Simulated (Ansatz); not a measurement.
# PbS (Pm-3m) in Ansatz: further runs

The runs below take PbS through elastic constants, phonons, with PBE, PBEsol.

Program: Ansatz 0.2.0. These are calculated values, not measurements. Logs are shortened: lines on timing, memory, paths and dates and some standing lists are left out, and cuts for length are marked.

## (1) The crystal as given

Symmetry: Pm-3m, No. 221, cubic system. The conventional cell has a = 3.654 Å, b = 3.654 Å, c = 3.654 Å, α = 90.00°, β = 90.00°, γ = 90.00°. Pb (site symmetry m-3m) is surrounded by 8 S at 3.16 Å. S (site symmetry m-3m) is surrounded by 8 Pb at 3.16 Å.

Measurements of this composition are mostly on another form, of space group No. 225.

## (2) Elastic constants, PBE

input.yaml

```yaml
crystal:
  lattice:
    - [3.653659, 0.0, 0.0]
    - [0.0, 3.653659, 0.0]
    - [0.0, 0.0, 3.653659]
  atoms:
    - { symbol: Pb, position: [0.0, 0.0, 0.0] }
    - { symbol: S, position: [0.5, 0.5, 0.5] }
hamiltonian:
  xc: pbe
  pseudopotentials: { kind: paw }
kpoints:
  mp_grid: { grid: [5, 5, 5] }
scf:
  occupations: { method: fermi_dirac, width: 0.05 }
output:
  forces: true
  stress: true
elastic:
  mode: relaxed_ion
  stencil: two_point
```

Potentials or basis: Ansatz PAW.

The run is started by

```bash
ansatz run input.yaml --threads 2 --pin off --max-ram 5632MiB --backend cpu --events-out ev --progress --plain --runs-dir out
```

The log of the run:

```text
Warning: RAYON_NUM_THREADS=2 ignored (pool sized by the plan → 2); use --threads N
Engine: ansatz 0.2.0, aarch64-unknown-linux-gnu
Pseudopotentials: kind: paw
Pseudopotential: Pb, paw, valence charge 14, recommended cutoff 420 eV (normal), Pb.paw.azcp
Pseudopotential: S, paw, valence charge 6, recommended cutoff 420 eV (normal), S.paw.azcp
Functional definition: PBE
  parameter kappa = 0.804
  parameter beta = 0.06672455060314922
  exchange = pbe_x(kappa = kappa, mu = beta*pi^2/3)
  correlation = pbe_c(beta = beta)
Crystal: 2 atoms, lattice volume = 48.774 Å³
Basis set: ecut = 420 eV, 949 PW (Γ), exchange–correlation on 50×50×50 points (8 copies of the dense FFT grid, shifted against one another)
Bands: 14, of which v1, the nominal top of the filled ones, is band 10 counted from 1 (9 counted from 0)
Symmetry: 48 space group operations
Space group: Pm-3m (ITA 221), of the structure as read, at distance tolerance 3.7e-5 Å
k-points: 10 of 125
Non-local potential: Pb, projectors of the file, l = 0: 2, l = 1: 2, l = 2: 2, l = 3: 2
Non-local potential: S, projectors of the file, l = 0: 2, l = 1: 2, l = 2: 2
PAW form: soft (Blöchl's): semilocal exchange-correlation on the pseudo side does not see the compensation charge
PAW one-centre angular grid: Pb, 590 points (default); XC on 64 Gauss nodes
PAW one-centre angular grid: S, 110 points (default); XC on 64 Gauss nodes
Initial density: superposition of atomic densities (neutral atoms: chi_scale 0, normalization atom), corrected by the library's trained network
Initial wavefunctions: pseudopotential atomic-orbital guess
Functional: x = pbe(κ = 0.804, μ = 0.2195149727645171), c = pbe(β = 0.06672455060314922)
SCF iter   1: F=—  HF=-12809.058289 eV  |F-HF|=—  |Δ(HF+E_count)|=         —  Δρ=2.39e-3  dr2=5.63e-3  ethr=1.77e-3  ⟨swp⟩=6.3  Hψ=840  notcnv=0
preconditioner: auto → none  [insulator: Δε(μ)=0.498 eV  Ē_g=15.556 eV  σ=0.050 eV  W_gap=0.99  n_scr=6 (ndim 8)  ℏωp=23.8 eV  f_vac=0.000  D(μ)=0.05/eV (n_scr^D=0)  ε∞_Penn≈3.3]
SCF iter   2: F=—  HF=-12809.056234 eV  |F-HF|=—  |Δ(HF+E_count)|=   2.05e-3  Δρ=8.23e-4  dr2=6.48e-4  ethr=2.81e-5  ⟨swp⟩=2.1  Hψ=258  notcnv=0
SCF iter   3: F=—  HF=-12809.056139 eV  |F-HF|=—  |Δ(HF+E_count)|=   9.57e-5  Δρ=2.38e-4  dr2=2.51e-5  ethr=3.24e-6  ⟨swp⟩=2.8  Hψ=242  notcnv=0
SCF iter   4: F=—  HF=-12809.056013 eV  |F-HF|=—  |Δ(HF+E_count)|=   1.26e-4  Δρ=8.52e-5  dr2=2.43e-6  ethr=1.25e-7  ⟨swp⟩=2.1  Hψ=242  notcnv=0
SCF iter   5: F=—  HF=-12809.056010 eV  |F-HF|=—  |Δ(HF+E_count)|=   3.24e-6  Δρ=1.50e-5  dr2=1.35e-7  ethr=1.21e-8  ⟨swp⟩=2.0  Hψ=237  notcnv=0
SCF iter   6: F=—  HF=-12809.056010 eV  |F-HF|=—  |Δ(HF+E_count)|=   2.30e-8  Δρ=2.27e-6  dr2=3.63e-9  ethr=6.76e-10  ⟨swp⟩=2.1  Hψ=239  notcnv=0
SCF iter   7: F=—  HF=-12809.056010 eV  |F-HF|=—  |Δ(HF+E_count)|=  2.53e-10  Δρ=2.44e-7  dr2=4.71e-11  ethr=1.82e-11  ⟨swp⟩=2.8  Hψ=245  notcnv=0
SCF iter   8: F=—  HF=-12809.056010 eV  |F-HF|=—  |Δ(HF+E_count)|=  1.82e-11  Δρ=2.81e-8  dr2=5.62e-13  ethr=2.36e-13 (applied; sched 1.00e-12)  ⟨swp⟩=3.0  Hψ=244  notcnv=0
SCF iter   9: F=-12809.056010 eV  HF=-12809.056010 eV  |F-HF|=3.64e-12  |Δ(HF+E_count)|=  1.82e-12  Δρ=3.89e-9  dr2=1.00e-14  ethr=1.00e-12  ⟨swp⟩=4.4  Hψ=487  notcnv=0
SCF 1 converged in 9 iterations: F = -12809.056010 eV  dr2 = 1.00e-14
Crystal: 2 atoms, lattice volume = 48.676 Å³
Symmetry: 16 space group operations
[... 42 lines left out ...]
Free energy (F): -12809.056010 eV
Harris-Foulkes:  -12809.056010 eV  (|F-HF|=3.64e-12)
Internal energy: -12809.054919 eV  (E = F + TS)
E sigma→0 (E₀):  -12809.055464 eV
Entropy (-TS):   -0.001091 eV (-0.545 meV/atom)
Fermi energy:    9.024619 eV
--- Per-component energies (eV) ---
  E_band       = -39.993600
  E_kinetic    = 392.440322
  E_local      = -1136.283455  (includes V_loc(G=0)·N_el)
  E_nonlocal   = 378.555719
  E_hartree    = 440.270533
  E_xc         = -318.077308
  E_vxc        = -219.924476  (∫ρ·V_xc dr)
  E_paw        = -11003.334683  (= ΣΔE_a)
  E_vpaw       = -335.322824  (= ΣTr[D̂ρ^β])
  E_aug_tail   = 0.000047  (compensation charges beyond the density's cutoff)
  E_ewald      = -1562.626095
  E_smearing   = -0.001091  (= −TS)
  E_closure    = 0.000000  (closes the sum)
  Σ components = -12809.056010   (vs F -12809.056010, Δ=0.00e0)
--- Forces (eV/Å), atoms counted from 1 ---
  atom   1  Pb     0.00000000    -0.00000000     0.00000000
  atom   2  S      0.00000000    -0.00000000    -0.00000000
  max |Σ_I F_I| component: 6.02e-30 eV/Å
--- Stress (GPa, compression-positive) ---
        0.156704       0.000000       0.000000
       -0.000000       0.156704       0.000000
        0.000000       0.000000       0.156704
  P = ⅓ Tr σ = 0.1567 GPa (1.567 kbar)
--- Band table (eV; the first three rows and the last of 10) ---
  k-point 0: bands = ["-8.0093", "-8.0093", "-7.7986", "-7.7986", "-7.7986", "-4.1906", "2.2038", "7.3510", "7.3510", "7.3510", "14.4020", "14.4020", "15.4458", "15.4458"]
  k-point 1: bands = ["-8.0059", "-7.9552", "-7.8186", "-7.8186", "-7.7967", "-3.8591", "1.5344", "7.3684", "7.6677", "7.6677", "12.8500", "14.5533", "14.5533", "14.6943"]
  k-point 2: bands = ["-8.0004", "-7.8686", "-7.8507", "-7.8507", "-7.7936", "-3.0885", "0.2139", "8.1773", "8.3258", "8.3258", "10.1515", "13.1144", "13.1144", "15.4167"]
  k-point 9: bands = ["-7.9197", "-7.9098", "-7.9098", "-7.7731", "-7.7731", "-1.9938", "2.3675", "6.1308", "6.3145", "6.3145", "9.2693", "9.2693", "10.6107", "20.6344"]
--- Elastic constants: 2 strain directions × 2 members + reference (group order 48) ---
  dense FFT box of the reference and of every strained cell: 25×25×25
  strains applied: 11, 23; error gains: componentwise 1.00 (the most a stress slope's error grows in a printed constant), spectral 1.73 (1 for all six strains in a standard setting)
  C = ∂σ_k/∂η_j (tension-positive GPa; Voigt order 11 22 33 23 13 12):
       122.492     26.204     26.204     -0.000     -0.000     -0.000
        26.204    122.492     26.204     -0.000     -0.000     -0.000
        26.204     26.204    122.492     -0.000     -0.000     -0.000
         0.000      0.000     -0.000      6.532      0.000      0.000
        -0.000     -0.000      0.000      0.000      6.532      0.000
        -0.000      0.000      0.000      0.000      0.000      6.532
  reference stress σ⁰ (GPa):     -0.157     -0.157     -0.157     -0.000     -0.000      0.000
  C* (energy form; C + prestress term) asymmetry max|C*_kj − C*_jk| = 7.105e-15 GPa — a small one proves nothing (zero by symmetry where the batch's group is 432, −43m or m−3m); a large one is finite-difference/SCF noise where every solve meets its electron count
  moduli (Voigt/Reuss/Hill, GPa): K = 58.30/58.30/58.30   G = 23.18/9.98/16.58   E = 45.43   ν = 0.370
  mechanically stable: yes (min eigenvalue of sym C = 6.53 GPa)
  strain η (Voigt 11):  stress-route row diagonal C_11 = 122.49 GPa, energy-path curvature d²(F+E_count+ΔE)/dδ²/Ω₀ = 122.52 GPa
         δ    σ_11 (GPa)             F (eV)   n_scf  n_hpsi   n_pw
    -2.000e-3      -0.4027      -12809.0558397       7    4770    962   relax 0 steps, max|allowed force component| 1.97e-31 eV/Å
     2.000e-3       0.0873      -12809.0560313       5    4001    964   relax 0 steps, max|allowed force component| 5.92e-31 eV/Å
  strain η (Voigt 23):  stress-route row diagonal C_44 = 6.53 GPa, energy-path curvature d²(F+E_count+ΔE)/dδ²/Ω₀ = 6.60 GPa
         δ    σ_23 (GPa)             F (eV)   n_scf  n_hpsi   n_pw
    -2.000e-3      -0.0131      -12809.0560075       6    6773    962   relax 0 steps, max|allowed force component| 1.58e-30 eV/Å
     2.000e-3       0.0131      -12809.0560075       5    6024    962   relax 0 steps, max|allowed force component| 3.94e-31 eV/Å
```

It took 3.3 s on 2 threads of Arm Neoverse V1, shared host; peak memory 0.31 GiB.

What came out:

- Free energy: -12809.0560 eV
- Pressure: 0.2 GPa
- Band gap on the k mesh: 0.46 eV, indirect (least direct gap 1.83 eV)
- Elastic constants C11, C12, C44: 122, 26, 7 GPa
- Voigt bulk modulus: 58 GPa

Elastic tensor in Voigt notation (GPa, in the Cartesian axes of the cell as first typed):
```
122  26  26   0   0   0
 26 122  26   0   0   0
 26  26 122   0   0   0
  0   0   0   7   0   0
  0   0   0   0   7   0
  0   0   0   0   0   7
```

Caveat: odd divisions of the mesh miss points on the zone boundary, where band edges often lie, so the gap on the mesh can be too wide; spin-orbit coupling is left out, which as a rule narrows the gap of such compounds by several tenths of an eV. A k mesh can miss the band edges.

## (3) Phonons, PBEsol

input.yaml, as its differences from that of step 2:

```diff
@@ -9,3 +9,3 @@
 hamiltonian:
-  xc: pbe
+  xc: pbesol
   pseudopotentials: { kind: paw }
@@ -15,7 +15,3 @@
   occupations: { method: fermi_dirac, width: 0.05 }
-output:
-  forces: true
-  stress: true
-elastic:
-  mode: relaxed_ion
-  stencil: two_point
+phonons:
+  method: dfpt
```

Potentials or basis: Ansatz PAW.

The run is started by

```bash
ansatz run input.yaml --threads 2 --pin off --max-ram 5632MiB --backend cpu --events-out ev --progress --plain --runs-dir out
```

The log of the run:

```text
Warning: RAYON_NUM_THREADS=2 ignored (pool sized by the plan → 2); use --threads N
[... 4 set-up lines as earlier in the session ...]
Functional definition: PBEsol
  exchange = pbesol_x
  correlation = pbesol_c
Crystal: 2 atoms, lattice volume = 48.774 Å³
Basis set: ecut = 420 eV, 949 PW (Γ), exchange–correlation on 50×50×50 points (8 copies of the dense FFT grid, shifted against one another)
Bands: 14, of which v1, the nominal top of the filled ones, is band 10 counted from 1 (9 counted from 0)
[... 1 set-up line as earlier in the session ...]
k-points: 18 of 125 (irreducible under 8 space group operations, time reversal used)
[... 3 set-up lines as earlier in the session ...]
PAW frozen core: Pb, regenerated for the run's functional, and the local potential with it (the file was generated under x = pbe(κ = 0.804, μ = 0.2195149727645171), c = pbe(β = 0.06672455060314922))
PAW frozen core: S, regenerated for the run's functional, and the local potential with it (the file was generated under x = pbe(κ = 0.804, μ = 0.2195149727645171), c = pbe(β = 0.06672455060314922))
[... 3 set-up lines as earlier in the session ...]
[... 14 lines left out ...]
SCF converged after 8 iterations
Free energy (F): -12640.451185 eV
Harris-Foulkes:  -12640.451185 eV  (|F-HF|=3.64e-12)
Internal energy: -12640.449124 eV  (E = F + TS)
E sigma→0 (E₀):  -12640.450154 eV
Entropy (-TS):   -0.002061 eV (-1.030 meV/atom)
Fermi energy:    8.858567 eV
--- Per-component energies (eV) ---
  E_band       = -41.944959
  E_kinetic    = 391.830349
  E_local      = -1137.750466  (includes V_loc(G=0)·N_el)
  E_nonlocal   = 380.805253
  E_hartree    = 439.512165
  E_xc         = -314.959213
  E_vxc        = -219.683408  (∫ρ·V_xc dr)
  E_paw        = -10837.385227  (= ΣΔE_a)
  E_vpaw       = -336.171003  (= ΣTr[D̂ρ^β])
  E_aug_tail   = 0.000046  (compensation charges beyond the density's cutoff)
  E_ewald      = -1562.626095
  E_core_change = 0.124066  (= ΣΔE_core)
  E_smearing   = -0.002061  (= −TS)
  E_closure    = 0.000000  (closes the sum)
  Σ components = -12640.451185   (vs F -12640.451185, Δ=0.00e0)
--- Band table (eV; the first three rows and the last of 18) ---
  k-point 0: bands = ["-8.0562", "-8.0562", "-7.8439", "-7.8439", "-7.8439", "-4.3353", "2.0607", "7.2068", "7.2068", "7.2068", "14.1568", "14.1568", "15.2803", "15.2803"]
  k-point 1: bands = ["-8.0527", "-8.0013", "-7.8644", "-7.8644", "-7.8419", "-3.9997", "1.3838", "7.2120", "7.5280", "7.5280", "12.6685", "14.3816", "14.3816", "14.4494"]
  k-point 2: bands = ["-8.0470", "-7.9132", "-7.8973", "-7.8973", "-7.8387", "-3.2138", "0.0420", "8.0155", "8.1986", "8.1986", "9.9685", "12.9270", "12.9270", "15.1743"]
  k-point 17: bands = ["-7.9683", "-7.9580", "-7.9580", "-7.8152", "-7.8152", "-2.0961", "2.2045", "5.9672", "6.1511", "6.1511", "9.0635", "9.0635", "10.4183", "20.4168"]
--- Phonons (Γ-DFPT): 2 representative perturbations + reference, on 18 of 125 k-points (Σ response iterations 6) ---
  k mesh reduced under 8 symmetry operations, with k and −k counted as one. Each operation leaves every solved perturbation unchanged. A smaller set is not used because it would not reduce the number of displacements times k-points to solve
  ASR residual: 1.399e-5 → 0.000e0 eV/Å²; symmetrization residual: 1.469e-6 eV/Å²
  ASR residual per site (eV/Å²): 6.80e-6 1.40e-5
  Γ frequencies (cm⁻¹): -116.78 -116.78 -116.78 0.00 0.00 0.00
  non-analytic LO–TO correction: not included (Born effective charges unavailable; polar crystals: no LO–TO splitting at Γ)
```

second_order_force_constants.tsv:

```text
# format = ansatz-second-order-force-constants/2
# a1_ang = 3.653659e0 0e0 0e0
# a2_ang = 0e0 3.653659e0 0e0
[... 68 lines left out ...]
0	0	0	0	0	0	-1.392271162057265e0	-4.930380657631324e-32	-6.573840876841765e-32	-4.930380657631324e-32	-1.392271162057265e0	-0e0	-6.573840876841765e-32	-0e0	-1.392271162057265e0
0	1	0	0	0	1	1.392271162057265e0	4.930380657631324e-32	6.573840876841765e-32	4.930380657631324e-32	1.392271162057265e0	0e0	6.573840876841765e-32	0e0	1.392271162057265e0
1	0	0	0	0	0	1.392271162057265e0	4.930380657631324e-32	6.573840876841765e-32	4.930380657631324e-32	1.392271162057265e0	0e0	6.573840876841765e-32	0e0	1.392271162057265e0
1	1	0	0	0	1	-1.392271162057265e0	-4.930380657631324e-32	-6.573840876841765e-32	-4.930380657631324e-32	-1.392271162057265e0	-0e0	-6.573840876841765e-32	-0e0	-1.392271162057265e0
```

Wall time 2.8 s (2 threads of Arm Neoverse V1, shared host); peak memory 0.37 GiB.

What came out:

```yaml
Free_energy: -12640.4512 eV
Band_gap_on_the_k_mesh: 0.38 eV, indirect (least direct gap 1.77 eV)
Highest_phonon_frequency_at_Γ_LO-TO_splitting_left_out: 0 cm⁻¹
Most_unstable_mode: 117i cm⁻¹
```

Levels at points of the mesh, in eV from the valence-band top:
```
           k point  band 7  band 8  band 9  band 10  band 11  band 12  band 13  band 14
(0.00, 0.00, 0.00)   -6.62   -1.48   -1.48    -1.48     5.47     5.47     6.60     6.60
```

Phonon frequencies in cm⁻¹ (negative: imaginary):
```csv
q point,frequencies
"(0.000, 0.000, 0.000)",-117 -117 -117 0 0 0
```

Caveat: some modes are imaginary; odd divisions of the mesh miss points on the zone boundary, where band edges often lie, so the gap on the mesh can be too wide; spin-orbit coupling is left out, which as a rule narrows the gap of such compounds by several tenths of an eV; the PAW data sets come from PBE, with cores solved anew for the run's functional, which leaves a small shift of forces and pressure.

[end of part 1 of 2]
